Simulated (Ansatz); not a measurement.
Crystal: CuO.

```
Cu O
1.0
     1.99097   -2.15355    0.00000
     1.99097    2.15355    0.00000
     0.00000    0.00000    5.15593
Cu O
2 2
Direct
  0.50000 0.00000 0.00000
  0.00000 0.50000 0.50000
  0.50000 0.50000 0.25000
  0.50000 0.50000 0.75000
```

Measurements of this composition are mostly on another form, of space group No. 15.

Base run:

* Program: Ansatz 0.2.0
* Functional: PBEsol
* Potentials or basis: Ansatz PAW
* Cutoff: 420 eV
* Density cutoff: 1680 eV
* k mesh: 9 × 9 × 5
* Occupations: fermi-dirac, width 0.05 eV
* Spin: no spin polarisation
* Hubbard terms: Cu d U = 4.5 eV

Its results: band gap on the k mesh none (metal or under the smearing width); pressure -3.7 GPa.

Problem. The run is repeated on the same cell with these changes: hubbard terms from Cu d U = 4.5 eV to none; hubbard projectors from ortho-atomic (the default) to none. What comes out?

Solution. Band gap on the k mesh none (metal or under the smearing width); pressure -6.0 GPa.

Caveats: the run has no spin polarisation, though such a crystal can be magnetic; the PAW data sets come from PBE, with cores solved anew for the run's functional, which leaves a small shift of forces and pressure; U without spin polarisation on a metal has little footing (some runs); semilocal functionals often make such compounds metallic where correlation or magnetic order opens a gap, which also shifts bond lengths (some runs).

Not every run made on this cell is shown here.
